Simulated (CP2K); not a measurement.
## Ta under changes of volume

One of the cells (18.010 Å³/atom); the others are scaled copies at fixed shape and fractional positions:

```xyz
1
Lattice="2.8601 0.0000 0.0000 -0.9534 2.6965 0.0000 -0.9534 -1.3483 2.3353" Properties=species:S:1:pos:R:3 pbc="T T T"
Ta    0.0000    0.0000    0.0000
```

```yaml
Program: CP2K 2026.2
Functional: PBE
Potentials_or_basis: POTENTIAL_UZH Ta GTH-PBE-q13; TZVP-MOLOPT-PBE-GTH basis
Density_cutoff: 6123 eV
k_mesh: 11 × 11 × 11
Occupations: fermi-dirac, width 0.05 eV
Spin: no spin polarisation
```

| volume (Å³/atom) | energy over the lowest point (meV/atom) | pressure (GPa) |
| --- | --- | --- |
| 16.930 | 54.68 | 15.8 |
| 17.290 | 25.33 | 10.5 |
| 17.650 | ? | ? |
| 18.010 | 0.00 | 1.5 |
| 18.371 | 1.54 | -2.3 |
| 18.731 | 11.18 | -5.8 |
| 19.091 | 28.09 | -8.9 |

Problem. What does the run at 17.650 Å³/atom give?

Solution. Energy over the lowest point 7.54 meV/atom; pressure 5.8 GPa.

Worked out: A Birch-Murnaghan fit of order 3 (a polynomial in V^(-2/3)) to the other rows has its minimum at 18.12 Å³/atom with B0 = V·E''(V) = 196 GPa and B' = 4.9. It gives 7.54 meV/atom at 17.650 Å³/atom, against the run's 7.54, and -dE/dV = 5.6 GPa, against 5.8.

Energies are extrapolated to zero smearing.

Caveats: the basis of atomic orbitals isn't converged, which shifts pressures, moduli and gaps.
